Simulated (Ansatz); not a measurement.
The system is La2O3.

```xyz
5
Lattice="6.3703 0.0000 0.0000 -3.1851 5.5168 0.0000 0.0000 0.0000 3.2899" Properties=species:S:1:pos:R:3 pbc="T T T"
La    3.1851    1.8389    1.6387
La    0.0000    3.6779    1.6512
O     3.2145    0.0000    0.0000
O    -1.6072    2.7838    0.0000
O     1.5779    2.7330    0.0000
```

The cell comes from a database or a generator and needn't be the stable form of this composition.

Base run:

- Program: Ansatz 0.2.0
- Functional: LDA
- Potentials or basis: Ansatz PAW
- Cutoff: 420 eV
- Density cutoff: 1680 eV
- k mesh: 5 × 5 × 8
- Occupations: fermi-dirac, width 0.05 eV
- Spin: no spin polarisation

Its results: band gap on the k mesh 1.50 eV, indirect (least direct gap 1.94 eV); pressure -5.2 GPa; largest force 0.051 eV/Å.

Question: The run is repeated on the same cell with these changes: functional from LDA to r2SCAN; cutoff from 420 eV to 500 eV; density cutoff from 1680 eV to 2000 eV. What comes out?

Answer: Band gap on the k mesh 1.97 eV, indirect (least direct gap 2.44 eV); pressure -0.8 GPa; largest force 0.038 eV/Å.

r2SCAN gives the wider gap, since meta-GGAs in the generalised Kohn-Sham scheme recover part of the derivative discontinuity.

Caveats: spin-orbit coupling is left out, which moves the levels of the heavy elements; the PAW data sets come from PBE, with cores solved anew for the run's functional, which leaves a small shift of forces and pressure; the magnetic or orbital state may not be the lowest (some runs).

Not every run made on this cell is shown here.
